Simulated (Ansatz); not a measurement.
## A film clamped to a substrate in HfO2

Computed with DFT r2SCAN, scalar-relativistic, plane waves, PAW (Ansatz). Settings: plane waves to 500 eV, k-mesh 6×6×8 (Γ-centred), Gaussian smearing 0.05 eV. Spin–orbit coupling is left out, which can shift energies with elements as heavy as these. No spin polarisation. Energies are free energies at this smearing, counted from the undisturbed cell; pressure is positive in compression.

The starting cell (relaxed at this level; this rutile-type form isn't the usual structure):

```xyz
6
Lattice="4.8382 0.0000 0.0000 0.0000 4.8382 0.0000 0.0000 0.0000 3.2203" Properties=species:S:1:pos:R:3 pbc="T T T"
Hf    0.0000    0.0000    0.0000
Hf    2.4191    2.4191    1.6102
O     0.9431    3.8951    1.6102
O     1.4760    1.4760    0.0000
O     3.3622    3.3622    0.0000
O     3.8951    0.9431    1.6102
```

The cell (6 atoms, V0 = 75.38 Å³) is strained by p along both x and y and by q along z, fractional coordinates fixed. τp = (1/V0) ∂E/∂p = (σxx + σyy)(1 + p)(1 + q) and τq = (1/V0) ∂E/∂q = σzz(1 + p)², with tension positive.

```
     p q  ΔE (meV/atom)  τp (GPa)  τq (GPa)
 0.000   0.000           0.00      0.00      0.01
-0.030   0.000          36.99    -32.71    -10.08
 0.030   0.000          31.75     26.00      8.56
 0.000  -0.030          19.63     -9.91    -17.28
 0.000   0.030          17.10      8.76     14.03
```

**Question.** Get the second derivatives of the energy density.

**Answer.** Central differences give A = ∂τp/∂p = 978 GPa (C11 + C22 + 2 C12), C = ∂τq/∂q = 522 GPa (C33) and the cross term B = ∂τq/∂p = 311 GPa (C13 + C23); ∂τp/∂q = 311 GPa must equal B, and any difference shows higher-order terms. Steps this large leave an error of some per cent of A or C in all of these, which can swamp a small B. The ions are clamped.

**Question.** A film of this crystal grows with z along the normal on a substrate that imposes p. How does its thickness respond, and what does the misfit cost?

**Answer.** Count p and q from the stress-free cell. A free surface needs τq = 0, so q = −(B/C) p = -0.60 p. The energy density left is (A − B²/C) p²/2 = M p², with the biaxial modulus M = 397 GPa; a misfit of 1 % costs 3.11 meV/atom, against 3.84 meV/atom if the thickness were held.

At p = -0.030 the energies along q are 81.9 (q = -0.030), 54.0 (q = -0.015), 37.0 (q = 0.000), 29.9 (q = 0.015), 31.7 (q = 0.030) meV/atom.

**Question.** Does the linear rule hold at this misfit?

**Answer.** A parabola through the lowest point and its neighbours has its minimum at q = 0.019, 29.5 meV/atom. With the stress left in the starting cell, τp0 and τq0, linear elasticity gives q = −(τq0 + Bp)/C = 0.018 and E = V0(τp0 p + τq0 q + Ap²/2 + Bpq + Cq²/2)/N = 28.0 meV/atom. The two agree within a tenth in energy.

Forces appear on the atoms along this scan, and letting them relax would lower the energy and soften the response.